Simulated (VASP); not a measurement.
Write the native input for VASP 6.6.1 that does the following.

- Task: single point
- Functional: r2SCAN
- Potentials or basis: VASP PAW PBE potentials, release 64 (Rh_pv)
- Cutoff: 520 eV
- k mesh: 20 × 20 × 20
- Occupations: gaussian, width 0.1 eV
- Spin: no spin polarisation
- Further INCAR settings: ALGO = Normal; EDIFF = 1e-06

The structure of Rh lies in POSCAR:

```
Rh
1.0
   -1.5138500000      1.5138500000      1.5138500000
    1.5138500000     -1.5138500000      1.5138500000
    1.5138500000      1.5138500000     -1.5138500000
Rh
1
Direct
    0.0000000000      0.0000000000      0.0000000000
```

This isn't the form of Rh at room conditions, which is fcc.

One way to write it, as run:

INCAR

```
  PREC = Accurate
  ENCUT = 520
  EDIFF = 1E-6
  ISMEAR = 0
  SIGMA = 0.1
  LREAL = F
  LASPH = T
  NELM = 80
  ALGO = Normal
  ISIF = 2
  LWAVE = F
  LCHARG = F
  METAGGA = R2SCAN
  LMIXTAU = T
```

KPOINTS

```
regular mesh
0
Gamma
  20 20 20
```

Potentials or basis: VASP PAW PBE potentials, release 64 (Rh_pv).

Run with:

```bash
$ cat potpaw_PBE.64/Rh_pv/POTCAR > POTCAR
$ mpirun -np 1 vasp_std > vasp.out
```

It gave:

- Pressure: 5.5 GPa
- Band gap on the k mesh: none (metal or under the smearing width)

Caveat: the PAW data sets were made with another functional, which shifts forces and pressure a little.

Run time: 61 s on 1 thread of Intel(R) Xeon(R) 6975P-C (Granite Rapids) (shared host), peak memory 0.16 GiB.
